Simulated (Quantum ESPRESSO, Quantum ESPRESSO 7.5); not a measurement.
# Spin-orbit splitting of the GaAs valence top: fully relativistic PBE agrees with the handbook value

## Starting point

The reference is the separation between the split-off band and the valence top of GaAs at Γ, 0.34 eV at room temperature, taken from a printed reference work on semiconductor band properties and cubic crystal elasticity. It is a compiled value, so I am comparing with a handbook entry and not with a particular spectrum. My own understanding is that such entries for bulk crystals rest on optical and modulation spectroscopy, where the splitting appears as the distance between two transitions that end in the same conduction band. What is observed is therefore a difference of excitation energies, which I set against a difference of Kohn-Sham levels. The second-hand character of the number is a reason not to read much into deviations of a few hundredths of an eV.

| compared with | measured | source's wording or label | T (K) | method |
| --- | --- | --- | --- | --- |
| Delta0 (eV) | 0.34 | split-off valence band separation at Gamma | room temperature | compiled value |

Conditions are those given with the value in the passage it was taken from; "not stated" means there, and the paper may say more elsewhere. The values are a selection: others may have been left out beforehand as unlike or outlying.

## Choices

I want Δ₀, the fourfold level less the twofold level at the valence top, for the ideal two-atom zincblende cell. Without spin-orbit coupling these states are degenerate by symmetry and Δ₀ is zero, so a scalar-relativistic run has nothing to say here. I go straight to PBE with fully relativistic potentials at the measured cell. PBE makes the gap far too small, but both levels belong to the same p-like valence manifold, and most of that error should cancel in their difference.

Success means Δ₀ within 15 % of the reference, about 0.05 eV either way. That allows for the usual error of a semilocal functional and for comparing Kohn-Sham levels with optical energies, yet it would still expose a badly described p shell. The splitting depends only weakly on temperature, so I apply no thermal correction. After securing the numerical settings I will look at a neighbouring functional and at the effect of the cell.

System: GaAs; space group F-43m, 2 atoms, measured (COD) cell.

On the selection of runs and values: Besides any runs that a report passes over, these were set aside when the results were gathered: 1 planned but not run to their end in the time given.

## 1. PBE with spin-orbit coupling, and its convergence

I run PBE at the measured cell together with a second calculation that has both a higher cutoff and a denser mesh. The splitting is a difference of two levels at one k-point, so I expect the tighter settings to change it very little. Since both settings change at once, the pair tests the result as a whole and does not separate cutoff from mesh.

**Run 1.** Quantum ESPRESSO 7.5: PBE with spin-orbit coupling, measured cell; files dojo-fr-pbe-0.4-standard (mesh 10x10x10, cutoff 1142.9 eV, 2 atoms).

Key lines of the input:
```
&control
  calculation = 'scf'
/
&system
  ibrav = 0
  nat = 2
  ntyp = 2
  ecutwfc = 84.0
  ecutrho = 336.0
  occupations = 'smearing'
  nbnd = 34
  smearing = 'fd'
  degauss = 0.00147
  noncolin = .true.
  lspinorb = .true.
/
&electrons
  conv_thr = 2e-09
  mixing_beta = 0.5
/
ATOMIC_SPECIES
Ga 69.7230 Ga.upf
As 74.9216 As.upf
CELL_PARAMETERS angstrom
 0.000000000 2.826850000 2.826850000
 2.826850000 0.000000000 2.826850000
 2.826850000 2.826850000 0.000000000
ATOMIC_POSITIONS crystal
Ga 0.000000000 0.000000000 0.000000000
As 0.250000000 0.250000000 0.250000000
K_POINTS automatic
10 10 10 0 0 0
```

Command:
```
OMP_NUM_THREADS=1 mpirun -n 4 pw.x -nk 4 -in scf.in > scf.out
OMP_NUM_THREADS=1 mpirun -n 4 pw.x -nk 4 -in bands.in > bands.out
```

Selected lines of the output:
```
[levels up to the band that the electron count fills, then the next ones, eV from the valence-band maximum]
GAMMA -0.335 -0.335 -0.000 -0.000 -0.000 -0.000 | 0.409 0.409
```

Converged; 1.9 min on 4 cores of Intel Xeon 6975P-C (Granite Rapids), shared host.

**Run 2.** Quantum ESPRESSO 7.5: PBE with spin-orbit coupling, measured cell, cutoff at 130 % of the usual; files dojo-fr-pbe-0.4-standard (mesh 14x14x14, cutoff 1483 eV, 2 atoms).

Key lines of the input, as changed from run 1:
```diff
  &system
-   ecutwfc = 84.0
-   ecutrho = 336.0
+   ecutwfc = 109.0
+   ecutrho = 437.0
- 10 10 10 0 0 0
+ 14 14 14 0 0 0
```

Selected lines of the output:
```
number of electrons       =        28.00
kinetic-energy cutoff     =     109.0000  Ry
number of k points=   104  Fermi-Dirac smearing, width (Ry)=  0.0015
the Fermi energy is     9.1241 ev
!    total energy              =    -365.05534549 Ry
convergence has been achieved in   9 iterations
[levels up to the band that the electron count fills, then the next ones, eV from the valence-band maximum]
GAMMA -0.335 -0.335 -0.000 -0.000 -0.000 -0.000 | 0.409 0.409
X -6.920 -6.920 -2.829 -2.829 -2.744 -2.744 | 1.363 1.363
U -6.757 -6.709 -3.997 -3.938 -2.367 -2.365 | 1.857 1.861
K -6.757 -6.709 -3.997 -3.938 -2.367 -2.365 | 1.857 1.861
L -6.743 -6.743 -1.355 -1.355 -1.149 -1.149 | 0.895 0.895
```

Converged; 2.3 min on the same hardware.

| quantity | run 1 | run 2 | measured |
| --- | --- | --- | --- |
| Delta0 (eV) | 0.335 | 0.335 | 0.34 |
| volume an atom (Å³) | 22.59 | 22.59 |  |

The fourfold level lies 0.335 eV above the twofold one, 0.005 eV below the reference and well inside the target. Raising the cutoff and the mesh together leaves the splitting unchanged to the printed precision, so numerical settings do not decide the comparison. The gap at Γ is only 0.409 eV, the strong underestimate expected of PBE, and it does not carry over to the splitting within the valence manifold.

## 2. A neighbouring functional and the relaxed cell

Two questions remain: how much the result owes to PBE itself, and how much to using the measured cell. PBEsol at the same cell, with its own fully relativistic potentials, gives a scale for the first. For the second I repeat PBE at its own relaxed cell, whose volume is 4.8 % larger. I expect PBEsol to stay within about 0.01 eV. The expanded cell should lower the splitting slightly, because the valence p states then have a little less weight near the nuclei, where the spin-orbit coupling acts.

**Run 3.** Quantum ESPRESSO 7.5: PBEsol with spin-orbit coupling, measured cell; files dojo-fr-pbesol-0.4-standard (mesh 10x10x10, cutoff 1142.9 eV, 2 atoms).

Key lines of the input, as changed from run 2:
```diff
  &system
-   ecutwfc = 109.0
-   ecutrho = 437.0
+   ecutwfc = 84.0
+   ecutrho = 336.0
- 14 14 14 0 0 0
+ 10 10 10 0 0 0
```

Selected lines of the output:
```
number of electrons       =        28.00
kinetic-energy cutoff     =      84.0000  Ry
number of k points=    47  Fermi-Dirac smearing, width (Ry)=  0.0015
the Fermi energy is     8.9541 ev
!    total energy              =    -364.55091343 Ry
convergence has been achieved in   8 iterations
[levels up to the band that the electron count fills, then the next ones, eV from the valence-band maximum]
GAMMA -0.338 -0.338 0.000 0.000 0.000 0.000 | 0.335 0.335
X -6.949 -6.949 -2.846 -2.846 -2.762 -2.762 | 1.249 1.249
U -6.784 -6.735 -4.039 -3.981 -2.382 -2.380 | 1.766 1.769
K -6.784 -6.735 -4.039 -3.981 -2.382 -2.380 | 1.766 1.769
L -6.783 -6.783 -1.362 -1.362 -1.154 -1.154 | 0.821 0.821
```

Converged; 48 s on the same hardware.

**Run 4.** Quantum ESPRESSO 7.5: PBE with spin-orbit coupling, own relaxed cell; relaxation step without spin-orbit coupling on gbrv-pbe-1.5 at 544 eV, mesh 10x10x10: volume +4.8 %, atoms moved by under 0.005 A within the cell; files dojo-fr-pbe-0.4-standard (mesh 10x10x10, cutoff 1142.9 eV, 2 atoms).

Key lines of the input, as changed from run 1:
```diff
  CELL_PARAMETERS angstrom
-  0.000000000 2.826850000 2.826850000
-  2.826850000 0.000000000 2.826850000
-  2.826850000 2.826850000 0.000000000
+  -0.000000000 2.871363330 2.871363330
+  2.871363330 -0.000000000 2.871363330
+  2.871363330 2.871363330 -0.000000000
- Ga 0.000000000 0.000000000 0.000000000
+ Ga 0.000000000 0.000000000 -0.000000000
```

Selected lines of the output:
```
[levels up to the band that the electron count fills, then the next ones, eV from the valence-band maximum]
GAMMA -0.328 -0.328 -0.000 -0.000 -0.000 -0.000 | 0.064 0.064
```

Converged; 69 s on the same hardware.

| quantity | run 3 | run 4 | measured |
| --- | --- | --- | --- |
| Delta0 (eV) | 0.338 | 0.328 | 0.34 |
| volume an atom (Å³) | 22.59 | 23.67 |  |

PBEsol at the measured cell gives 0.338 eV, 0.003 eV above PBE. Functional and potential files change together here, so this small shift belongs to the pair.

At the relaxed PBE cell the splitting falls to 0.328 eV, 0.007 eV less than at the measured cell. The sign fits my argument about p weight near the nuclei, though the level energies alone do not prove that mechanism. The same expansion takes the gap at Γ from 0.409 to 0.064 eV, so the cell matters far more for the gap than for Δ₀. The relaxation was made without spin-orbit coupling, on other potentials and at a moderate cutoff, and its volume need not be the converged PBE one. I therefore read this run as the response to a 4.8 % larger volume, and keep the measured cell for the comparison.

## Table of results

| run | settings | Delta0 (eV) | deviation | cost |
| --- | --- | --- | --- | --- |
| 1 | PBE with spin-orbit coupling, measured cell, files dojo-fr-pbe-0.4-standard (mesh 10x10x10, cutoff 1142.9 eV, 2 atoms) | 0.335 | −0.005 | 7.7 core-min |
| 2 | PBE with spin-orbit coupling, measured cell, cutoff at 130 % of the usual, files dojo-fr-pbe-0.4-standard (mesh 14x14x14, cutoff 1483 eV, 2 atoms) | 0.335 | −0.005 | 9.2 core-min |
| 3 | PBEsol with spin-orbit coupling, measured cell, files dojo-fr-pbesol-0.4-standard (mesh 10x10x10, cutoff 1142.9 eV, 2 atoms) | 0.338 | −0.002 | 3.2 core-min |
| 4 | PBE with spin-orbit coupling, own relaxed cell, mesh 10x10x10: volume +4.8 %, atoms moved by under 0.005 A within the cell | 0.328 | −0.012 | 4.6 core-min |
|  | measured | 0.34 |  |  |

Further runs on the same system, made beside this series (convergence steps with loose settings among them):

| further | settings | Delta0 (eV) | deviation | cost |
| --- | --- | --- | --- | --- |
| F1 | PBE without spin-orbit coupling, measured cell, files gbrv-pbe-1.5 (mesh 10x10x10, cutoff 544.2 eV, 2 atoms) | 0.000 | −0.340 | under 1 core-min |
| F2 | PBE with spin-orbit coupling, another k-point mesh, files dojo-fr-pbe-0.4-standard (mesh 6x6x6, cutoff 1142.9 eV, 2 atoms) | 0.335 | −0.005 | 3.9 core-min |
| F3 | PBE with spin-orbit coupling, another k-point mesh, files dojo-fr-pbe-0.4-standard (mesh 4x4x4, cutoff 1142.9 eV, 2 atoms) | 0.334 | −0.006 | 3 core-min |
| F4 | PBE with spin-orbit coupling, cutoff at 65 % of the usual, files dojo-fr-pbe-0.4-standard (mesh 10x10x10, cutoff 748.3 eV, 2 atoms) | 0.337 | −0.003 | 2.9 core-min |
| F5 | PBE with spin-orbit coupling, cutoff at 80 % of the usual, files dojo-fr-pbe-0.4-standard (mesh 10x10x10, cutoff 911.6 eV, 2 atoms) | 0.335 | −0.005 | 4.3 core-min |
|  | measured | 0.34 |  |  |

## Judgement

The target is met. PBE with spin-orbit coupling at the measured cell gives Δ₀ = 0.335 eV against 0.34 eV, a deviation of about 1.5 % where 15 % was allowed, for 7.7 core-minutes.

The decisive step was including spin-orbit coupling with fully relativistic potentials. The scalar-relativistic run gives zero, as symmetry requires. The tighter run confirmed the value to the printed precision. Even the 4×4×4 mesh and the cutoff at 65 % of the usual move it by only 0.001 and 0.002 eV. The latter moves towards the reference, which is no merit of a looser basis.

The agreement has a sound physical basis: both levels come from the same valence p manifold, so much of the error that ruins the gap is common to them and drops out of the difference. This is an argument from theory, and it does not make the Kohn-Sham levels quasiparticle energies.

The remaining 0.005 eV is too small to assign a cause. PBEsol with its own potentials lies 0.003 eV higher, and a 4.8 % larger volume lowers the PBE value by 0.007 eV. That larger cell came from a relaxation at moderate cutoff and need not be the converged PBE cell. Its splitting also falls within the target, but with so weak a response to volume that closeness is no support for the cell.

The reference is a compiled value, so I do not rank PBE against PBEsol on a few thousandths of an eV. A check of the PBE splitting with independent relativistic potentials or another program is not shown in this report.

[Logs are printed without paths, hosts, clocks, repeated set-up lines and the standing remarks that a program may print on its own settings, such as how far it seeks lower states.]

[The runs shown are a pick from a larger set of finished runs; failed, doubtful and other runs were left out of it ahead of writing. So were measured values far from every level or from commonly accepted values, and agreement can look better than it is. Lines of input and output are excerpts and may be shortened.]
